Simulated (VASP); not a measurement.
# InP (F-43m) in VASP: notebook

Aim: see how the results for InP move with the level of theory and the settings. Levels: PBE-EpsX, PBE. Tasks: band structure, evGW0 quasiparticle levels.

Program: VASP 6.6.1. These are calculated values, not measurements. Logs are shortened: lines on timing, memory, paths and dates and some standing lists are left out, and cuts for length are marked.

**What was measured.**

A printed reference work, data compilation reports, for a bulk crystal of InP at 1.6 K: band gap 1.4236 eV (direct).

The runs below are set against these values where they give the same quantity.

### 1 The crystal as given

It takes space group F-43m (No. 216, cubic). Conventional cell: a = 5.861 Å, b = 5.861 Å, c = 5.861 Å, α = 90.00°, β = 90.00°, γ = 90.00°. In (site symmetry -43m) is surrounded by 4 P at 2.54 Å. P (site symmetry -43m) has 4 In at 2.54 Å as nearest neighbours.

### 2 Band structure, PBE-EpsX

Input file POSCAR:

```
InP
1.0
    0.0000000000      2.9305000000      2.9305000000
    2.9305000000      0.0000000000      2.9305000000
    2.9305000000      2.9305000000      0.0000000000
In P
1 1
Direct
    0.0000000000      0.0000000000      0.0000000000
    0.7500000000      0.7500000000      0.7500000000
```

Input file INCAR.step1:

```
SYSTEM = InP
  ALGO = Normal
  EDIFF = 1E-8
  ENCUT = 520
  GGA = PE
  ISIF = 2
  ISMEAR = 0
  LASPH = .TRUE.
  LCHARG = .FALSE.
  LEPSILON = .TRUE.
  LREAL = .FALSE.
  LWAVE = .FALSE.
  NELM = 80
  PREC = Accurate
  SIGMA = 0.02
```

Input file KPOINTS.step1:

```
Automatic mesh
0
G
  8 8 8
  0 0 0
```

Input file INCAR.step2:

```
SYSTEM = InP
  ALGO = Normal
  EDIFF = 1E-5
  ENCUT = 520
  GGA = PE
  ISIF = 2
  ISMEAR = 0
  LASPH = .TRUE.
  LCHARG = .FALSE.
  LREAL = .FALSE.
  LWAVE = .TRUE.
  NELM = 80
  PREC = Accurate
  SIGMA = 0.02
```

Input file KPOINTS.step2:

```
k-points
0
G
  6 6 6
  0 0 0
```

Input file INCAR.step3:

```
SYSTEM = InP
  AEXX = 0.0683
  ALGO = Normal
  EDIFF = 1E-6
  ENCUT = 520
  GGA = PE
  HFRCUT = -1
  ISIF = 2
  ISMEAR = 0
  ISTART = 1
  LASPH = .TRUE.
  LCHARG = .FALSE.
  LHFCALC = .TRUE.
  LREAL = .FALSE.
  LWAVE = .FALSE.
  NELM = 80
  PREC = Accurate
  PRECFOCK = Fast
  SIGMA = 0.02
```

Input file KPOINTS.step3:

```
k-points
0
G
  6 6 6
  0 0 0
```

Input file KPOINTS_OPT:

```
path GXWKGLUWLK,UX
8
line-mode
reciprocal
 0.0000000000  0.0000000000  0.0000000000  G
 0.5000000000  0.0000000000  0.5000000000  X

 0.5000000000  0.0000000000  0.5000000000  X
 0.5000000000  0.2500000000  0.7500000000  W

 0.5000000000  0.2500000000  0.7500000000  W
 0.3750000000  0.3750000000  0.7500000000  K

 0.3750000000  0.3750000000  0.7500000000  K
 0.0000000000  0.0000000000  0.0000000000  G

 0.0000000000  0.0000000000  0.0000000000  G
 0.5000000000  0.5000000000  0.5000000000  L

 0.5000000000  0.5000000000  0.5000000000  L
 0.6250000000  0.2500000000  0.6250000000  U

 0.6250000000  0.2500000000  0.6250000000  U
 0.5000000000  0.2500000000  0.7500000000  W

 0.5000000000  0.2500000000  0.7500000000  W
 0.5000000000  0.5000000000  0.5000000000  L

 0.5000000000  0.5000000000  0.5000000000  L
 0.3750000000  0.3750000000  0.7500000000  K

 0.6250000000  0.2500000000  0.6250000000  U
 0.5000000000  0.0000000000  0.5000000000  X
```

Potentials or basis: VASP PAW PBE potentials, release 64 (In_d, P).

The run is started by

```console
> cat potpaw_PBE.64/In_d/POTCAR potpaw_PBE.64/P/POTCAR > POTCAR
> cp INCAR.step1 INCAR
> cp KPOINTS.step1 KPOINTS
> mpirun -np 1 vasp_std > vasp.out
> cp INCAR.step2 INCAR
> cp KPOINTS.step2 KPOINTS
> mpirun -np 1 vasp_std > vasp.out
> cp INCAR.step3 INCAR
> cp KPOINTS.step3 KPOINTS
> mpirun -np 1 vasp_std > vasp.out
```

OUTCAR:

```text
SYSTEM = InP
   AEXX = 0.0683
   EDIFF = 1E-6
   ENCUT = 520
   GGA = PE
   ISIF = 2
   ISMEAR = 0
   ISTART = 1
   LASPH = .TRUE.
   LHFCALC = .TRUE.
   LREAL = .FALSE.
   NELM = 80
   PREC = Accurate
   PRECFOCK = Fast

 ion  position               nearest neighbor table
   1  0.000  0.000  0.000-   2 2.54   2 2.54   2 2.54   2 2.54
   2  0.750  0.750  0.750-   1 2.54   1 2.54   1 2.54   1 2.54

  LATTYP: Found a face centered cubic cell.
 ALAT       =     5.8610000000

  Lattice vectors:

 A1 = (   0.0000000000,   2.9305000000,   2.9305000000)
 A2 = (   2.9305000000,   0.0000000000,   2.9305000000)
 A3 = (   2.9305000000,   2.9305000000,   0.0000000000)

Analysis of symmetry for initial positions (statically):
=====================================================================
 Subroutine PRICEL returns:
 Original cell was already a primitive cell.

 Routine SETGRP: Setting up the symmetry group for a
 face centered cubic supercell.

 Subroutine GETGRP returns: Found 24 space group operations
 (whereof 24 operations were pure point group operations)
 out of a pool of 48 trial point group operations.

The static configuration has the point symmetry T_d .

Analysis of symmetry for dynamics (positions and initial velocities):
=====================================================================
 Subroutine PRICEL returns:
 Original cell was already a primitive cell.

 Routine SETGRP: Setting up the symmetry group for a
 face centered cubic supercell.

 Subroutine GETGRP returns: Found 24 space group operations
 (whereof 24 operations were pure point group operations)
 out of a pool of 48 trial point group operations.

The dynamic configuration has the point symmetry T_d .

 Subroutine INISYM returns: Found 24 space group operations
 (whereof 24 operations are pure point group operations),
 and found     1 'primitive' translations

----------------------------------------------------------------------------------------

                                     Primitive cell

  volume of cell :      50.3333

  direct lattice vectors                    reciprocal lattice vectors
     0.000000000  2.930500000  2.930500000    -0.170619348  0.170619348  0.170619348
     2.930500000  0.000000000  2.930500000     0.170619348 -0.170619348  0.170619348
     2.930500000  2.930500000  0.000000000     0.170619348  0.170619348 -0.170619348

  length of vectors
     4.144352845  4.144352845  4.144352845     0.295521380  0.295521380  0.295521380

  position of ions in fractional coordinates (direct lattice)
     0.000000000  0.000000000  0.000000000
     0.750000000  0.750000000  0.750000000

  ion indices of the primitive-cell ions
   primitive index   ion index
                 1           1
                 2           2

----------------------------------------------------------------------------------------

 KPOINTS: k-points

Automatic generation of k-mesh.
 Grid dimensions read from file:
 generate k-points for:    6    6    6

 Generating k-lattice:

  Cartesian coordinates                     Fractional coordinates (reciprocal lattice)
    -0.028436558  0.028436558  0.028436558     0.166666667  0.000000000  0.000000000
     0.028436558 -0.028436558  0.028436558     0.000000000  0.166666667  0.000000000
     0.028436558  0.028436558 -0.028436558     0.000000000  0.000000000  0.166666667

  Length of vectors
     0.049253563  0.049253563  0.049253563

  Shift w.r.t. Gamma in fractional coordinates (k-lattice)
     0.000000000  0.000000000  0.000000000

 Subroutine IBZKPT returns following result:
 ===========================================

 Found     16 irreducible k-points:

 Following reciprocal coordinates:
            Coordinates               Weight
  0.000000  0.000000  0.000000      1.000000
  0.166667  0.000000  0.000000      8.000000
  0.333333  0.000000  0.000000      8.000000
  0.500000  0.000000  0.000000      4.000000
  0.166667  0.166667  0.000000      6.000000
  0.333333  0.166667  0.000000     24.000000
[... 8 lines left out ...]
 -0.333333  0.333333  0.166667     24.000000
 -0.333333  0.500000  0.166667     12.000000
   k-points           NKPTS =     16   k-points in BZ     NKDIM =    216   number of bands    NBANDS=     13
   number of dos      NEDOS =    301   number of ions     NIONS =      2
   total plane-waves  NPLWV =  32768
   dimension x,y,z NGX =    32 NGY =   32 NGZ =   32
   dimension x,y,z NGXF=    64 NGYF=   64 NGZF=   64
   ions per type =               1   1
   NGX,Y,Z   is equivalent  to a cutoff of  12.84, 12.84, 12.84 a.u.
   NGXF,Y,Z  is equivalent  to a cutoff of  25.67, 25.67, 25.67 a.u.
 SYSTEM =  InP
   PREC   = accura    normal or accurate (medium, high low for compatibility)
   ISTART =      1    job   : 0-new  1-cont  2-samecut
   ICHARG =      0    charge: 1-file 2-atom 10-const
   ISPIN  =      1    spin polarized calculation?
   LNONCOLLINEAR =      F non collinear calculations
   LSORBIT =      F    spin-orbit coupling
   LASPH  =      T    aspherical Exc in radial PAW
   ENCUT  =  520.0 eV  38.22 Ry    6.18 a.u.   7.71  7.71  7.71*2*pi/ulx,y,z
   NELM   =     80;   NELMIN=  2; NELMDL=  0     # of ELM steps
   EDIFF  = 0.1E-05   stopping-criterion for ELM
   LREAL  =      F    real-space projection
   EDIFFG = 0.1E-04   stopping-criterion for IOM
   NSW    =      0    number of steps for IOM
   IBRION =     -1    ionic relax: 0-MD 1-quasi-New 2-CG
   NFREE  =      0    steps in history (QN), initial steepest desc. (CG)
   ISIF   =      2    stress and relaxation
   ISYM   =      3    0-nonsym 1-usesym 2-fastsym
   POTIM  = 0.5000    time-step for ionic-motion
   TEBEG  =    0.0;   TEEND  =   0.0 temperature during run
   PSTRESS=    0.0 pullay stress
   NELECT =      18.0000    total number of electrons
   NUPDOWN=      -1.0000    fix difference up-down
   EMIN   =  10.00;   EMAX   =-10.00  energy-range for DOS
   EFERMI =   0.00;   METHOD = LEGACY
   ISMEAR =     0;   SIGMA  =   0.02  broadening in eV -4-tet -1-fermi 0-gaus
   EFERMI_NEDOS =   21; number of points for ismear=-14 and -15
   IALGO  =     38    algorithm
   IMIX   =      1    mixing-type and parameters
     AMIX     =   0.40;   BMIX     =  1.00
     AMIX_MAG =   1.60;   BMIX_MAG =  1.00
  volume/ion in A,a.u.               =      25.17       169.83
  Fermi-wavevector in a.u.,A,eV,Ry     =   1.162021  2.195901 18.371846  1.350293
  Thomas-Fermi vector in A             =   2.298587
   LORBIT       =      0    0 simple, 1 ext, 2 COOP (PROOUT), +10 PAW based schemes
   GGA     = PE    functional components
   LHFCALC =     T    Hartree Fock is set to
   PRECFOCK=fast      Normal, Fast or Accurate (Low or Medium for compatibility)
   ENCUT4O =  -1.0   cutoff for four orbital integrals eV
   NKREDX  =     1    reduce k-point grid by
   NKREDY  =     1    reduce k-point grid by
   NKREDZ  =     1    reduce k-point grid by
   AEXX    =    0.0683 exact exchange contribution
   HFSCREEN=    0.0000 screening length (either q_TF or 0.3 A-1)
   HFSCREENC=   0.0000 screening length for correlation (either q_TF or 0.3 A-1)
   ENCUTFOCK=  -1.0 apply spherical cutoff to Coloumb kernel
   IVDW    =     0    specifies the selected vdW correction
   LEPSILON=     F    determine dielectric tensor
   LRPA    =     F    only Hartree local field effects (RPA)
 non-spin polarized calculation
 Gauss-broadening in eV      SIGMA  =   0.02
  energy-cutoff  :      520.00
  volume of cell :       50.33
 maximum number of plane-waves:      1380
  NGX = 18; NGY = 18; NGZ = 18

 number of electron      18.0000005 magnetization

 Free energy of the ion-electron system (eV)
  ---------------------------------------------------
  ext. energy  EPLUGINS =         0.00000000
  ---------------------------------------------------
  free energy    TOTEN  =        -9.04158808 eV

  energy without entropy =       -9.04158808  energy(sigma->0) =       -9.04158808

 E-fermi :   5.1205     XC(G=0):  -8.7524

 val. band max:        4.9941524662   @ k =   0.0000   0.0000   0.0000
 cond. band min:       6.0713696308   @ k =   0.0000   0.0000   0.0000
 fundamental gap:      1.0772171646
 Fermi energy:         5.1204739360

 k-point     1 :       0.0000    0.0000    0.0000
  band No.  band energies     occupation
      1      -9.6896      2.00000
      2      -9.6896      2.00000
      3      -9.6896      2.00000
      4      -9.5349      2.00000
      5      -9.5349      2.00000
      6      -6.8945      2.00000
      7       4.9942      2.00000
      8       4.9942      2.00000
      9       4.9942      2.00000
     10       6.0714      0.00000
     11       9.4867      0.00000
     12       9.4867      0.00000
     13       9.4867      0.00000

 k-point     2 :       0.1667    0.0000    0.0000
  band No.  band energies     occupation
      1      -9.7212      2.00000
      2      -9.6771      2.00000
      3      -9.6771      2.00000
      4      -9.5346      2.00000
      5      -9.5346      2.00000
      6      -6.5733      2.00000
      7       2.7734      2.00000
      8       4.6804      2.00000
      9       4.6804      2.00000
     10       7.1697      0.00000
     11       9.8979      0.00000
     12       9.9375      0.00000
     13       9.9375      0.00000

 k-point     3 :       0.3333    0.0000    0.0000
  band No.  band energies     occupation
      1      -9.7799      2.00000
      2      -9.6571      2.00000
      3      -9.6571      2.00000
      4      -9.5283      2.00000
      5      -9.5283      2.00000
      6      -5.7451      2.00000
      7       0.2926      2.00000
      8       4.1921      2.00000
      9       4.1921      2.00000
     10       7.0242      0.00000
     11      10.2811      0.00000
     12      10.2811      0.00000
     13      11.7214      0.00000
[... 177 lines left out ...]
 k-point    15 :      -0.3333    0.3333    0.1667
  band No.  band energies     occupation
      1      -9.8308      2.00000
      2      -9.6351      2.00000
      3      -9.6056      2.00000
      4      -9.5491      2.00000
      5      -9.5219      2.00000
      6      -4.6053      2.00000
      7      -0.6789      2.00000
      8       1.7986      2.00000
      9       2.8529      2.00000
     10       9.0675      0.00000
     11       9.6630      0.00000
     12      11.1559      0.00000
     13      12.8686      0.00000

 k-point    16 :      -0.3333    0.5000    0.1667
  band No.  band energies     occupation
      1      -9.8503      2.00000
      2      -9.6168      2.00000
      3      -9.5925      2.00000
      4      -9.5636      2.00000
      5      -9.5135      2.00000
      6      -4.3955      2.00000
      7      -0.8095      2.00000
      8       2.0948      2.00000
      9       2.1254      2.00000
     10       8.6414      0.00000
     11       9.0357      0.00000
     12      12.2528      0.00000
     13      12.5352      0.00000

------------------------ aborting loop because EDIFF is reached ----------------------------------------

  FORCE on cell =-STRESS in cart. coord.  units (eV):
  Direction    XX          YY          ZZ          XY          YZ          ZX
  --------------------------------------------------------------------------------------
  -------------------------------------------------------------------------------------
  Total        0.7653977      0.7653977      0.7653977      0.0000000      0.0000000      0.0000000
  in kB       24.3636614     24.3636614     24.3636614      0.0000000      0.0000000      0.0000000
  external PRESSURE =      24.3636614 kB  Pullay stress =       0.0000000 kB

 VOLUME and BASIS-vectors are now :
 -----------------------------------------------------------------------------
  energy-cutoff  :      520.00
  volume of cell :       50.33
      direct lattice vectors                 reciprocal lattice vectors
     0.000000000  2.930500000  2.930500000    -0.170619348  0.170619348  0.170619348
     2.930500000  0.000000000  2.930500000     0.170619348 -0.170619348  0.170619348
     2.930500000  2.930500000  0.000000000     0.170619348  0.170619348 -0.170619348

 POSITION                                       TOTAL-FORCE (eV/Angst)
 -----------------------------------------------------------------------------------
      0.00000      0.00000      0.00000         0.000000      0.000000      0.000000
      4.39575      4.39575      4.39575        -0.000000     -0.000000     -0.000000
 -----------------------------------------------------------------------------------
    total drift:                               -0.000147     -0.000102     -0.000079

  FREE ENERGIE OF THE ION-ELECTRON SYSTEM (eV)
  ---------------------------------------------------
  free  energy   TOTEN  =        -9.0415880759 eV

  energy  without entropy=       -9.0415880759  energy(sigma->0) =       -9.04158808
```

Run time: 1.7 h. Hardware: 1 thread of Intel Xeon Platinum 8375C at 2.90GHz (Ice Lake), shared host; peak memory 0.32 GiB.

What came out:

```
Free energy             : -9.0416 eV
Pressure                : 2.4 GPa
Band gap on the k mesh  : 1.08 eV, direct
Band gap along the path : 1.08 eV, direct
```

Levels at the corners of the path, in eV from the valence-band top:
| point | band 6 | band 7 | band 8 | band 9 | band 10 | band 11 | band 12 | band 13 |
| --- | --- | --- | --- | --- | --- | --- | --- | --- |
| Γ | -11.89 | 0.00 | 0.00 | 0.00 | 1.08 | 4.49 | 4.49 | 4.49 |
| X | -9.45 | -5.92 | -2.40 | -2.40 | 2.09 | 2.64 | 9.74 | 10.15 |
| X | -9.45 | -5.92 | -2.40 | -2.40 | 2.09 | 2.64 | 9.73 | 10.15 |
| W | -9.37 | -5.76 | -3.05 | -3.00 | 4.68 | 4.85 | 6.01 | 6.62 |
| W | -9.37 | -5.76 | -3.05 | -3.00 | 4.68 | 4.85 | 6.01 | 6.62 |
| K | -9.46 | -5.77 | -3.41 | -2.00 | 2.72 | 4.82 | 8.00 | 8.01 |
| K | -9.46 | -5.77 | -3.41 | -2.00 | 2.72 | 4.82 | 8.00 | 8.01 |
| Γ | -11.89 | 0.00 | 0.00 | 0.00 | 1.08 | 4.49 | 4.49 | 4.49 |
| Γ | -11.89 | 0.00 | 0.00 | 0.00 | 1.08 | 4.49 | 4.49 | 4.49 |
| L | -10.12 | -5.91 | -1.00 | -1.00 | 1.87 | 5.22 | 5.22 | 7.54 |
| L | -10.12 | -5.91 | -1.00 | -1.00 | 1.87 | 5.22 | 5.22 | 7.54 |
| U | -9.46 | -5.77 | -3.41 | -2.00 | 2.72 | 4.82 | 8.00 | 8.01 |
| U | -9.46 | -5.77 | -3.41 | -2.00 | 2.72 | 4.82 | 8.00 | 8.01 |
| W | -9.37 | -5.76 | -3.05 | -3.00 | 4.68 | 4.85 | 6.01 | 6.62 |
| W | -9.37 | -5.76 | -3.05 | -3.00 | 4.68 | 4.85 | 6.01 | 6.62 |
| L | -10.12 | -5.91 | -1.00 | -1.00 | 1.87 | 5.22 | 5.22 | 7.54 |
| L | -10.12 | -5.91 | -1.00 | -1.00 | 1.87 | 5.22 | 5.22 | 7.54 |
| K | -9.46 | -5.77 | -3.41 | -2.00 | 2.72 | 4.82 | 8.00 | 8.01 |
| U | -9.46 | -5.77 | -3.41 | -2.00 | 2.72 | 4.82 | 8.00 | 8.01 |
| X | -9.45 | -5.92 | -2.40 | -2.40 | 2.09 | 2.64 | 9.73 | 10.15 |

Caveat: the PAW data sets were made with another functional, which shifts forces and pressure a little; spin-orbit coupling is left out, which moves the levels of the heavy elements.

(Continued in part 2 of 2.)
